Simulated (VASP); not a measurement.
# C: relaxation of cell and atoms with PBE

C:

```
C
1.0
     2.45600    0.00000    0.00000
    -1.22800    2.12696    0.00000
     0.00000    0.00000    6.69600
C
4
Direct
  0.00000 0.00000 0.75000
  0.00000 0.00000 0.25000
  0.33333 0.66667 0.75000
  0.66667 0.33333 0.25000
```

| Quantity | Value |
| --- | --- |
| Program | VASP 6.6.1 |
| Task | relaxation of cell and atoms |
| Functional | PBE |
| Potentials or basis | VASP PAW PBE potentials, release 64 (C) |
| Cutoff | 520 eV |
| k mesh | 15 × 15 × 6 |
| Occupations | gaussian, width 0.02 eV |
| Spin | no spin polarisation |
| Further INCAR settings | ALGO = Normal; EDIFF = 1e-07; IBRION = 2; EDIFFG = -0.002; NSW = 80; ISIF = 3 |

```yaml
Relaxed_volume: 9.92 Å³/atom
Relaxed_cell: a = 2.468 Å, b = 2.468 Å, c = 7.522 Å, α = 90.00°, β = 90.00°, γ = 120.00°
Space_group_after_relaxing_to_0.05_Å: P6_3/mmc (No. 194)
Energy_gained_by_relaxing: 12.2 meV/atom
Ionic_steps: 9
Pressure_after_relaxing: 0.0 GPa
Band_gap_on_the_k_mesh: none (metal or under the smearing width)
```

Step by step:
```
step  energy change (eV)  largest force (eV/Å)  pressure (GPa)  volume (Å³)
   1              0.0000                0.0000            5.00        34.98
   2              0.0166                0.0000           -7.07        36.38
   3             -0.0080                0.0000            0.40        35.48
   4             -0.0147                0.0000            0.34        35.81
   5             -0.0306                0.0000            0.18        36.81
   6             -0.0472                0.0000           -0.08        38.80
   7             -0.0489                0.0000           -0.21        39.69
   8             -0.0473                0.0000            1.85        39.43
   9             -0.0489                0.0000            0.00        39.67
```

Final structure:
```
C
1.0
     2.46763    0.00000    0.00000
    -1.23381    2.13703    0.00000
     0.00000    0.00000    7.52181
C
4
Direct
  0.00000 0.00000 0.75000
  0.00000 0.00000 0.25000
  0.33333 0.66667 0.75000
  0.66667 0.33333 0.25000
```

Levels at points of the mesh, in eV from the Fermi level:
| k point | band 5 | band 6 | band 7 | band 8 | band 9 | band 10 | band 11 | band 12 |
| --- | --- | --- | --- | --- | --- | --- | --- | --- |
| (0.00, 0.00, 0.00) | -3.04 | -3.04 | -3.03 | -3.03 | 3.56 | 8.29 | 8.29 | 8.31 |
| (0.00, 0.00, 0.50) | -3.04 | -3.04 | -3.04 | -3.04 | 5.42 | 5.42 | 8.30 | 8.30 |

Wall time 2.3 min on 1 thread of AMD EPYC 9R45 96-Core Processor (Zen 5) (shared host), peak memory 0.13 GiB.

Caveat: this functional lacks dispersion, which binds the layers, so the pressure and a relaxed spacing across them are unreliable; the volume moved by +13 % from the deposited cell, more than functionals usually miss. Zero-point motion and thermal expansion aren't in these numbers.
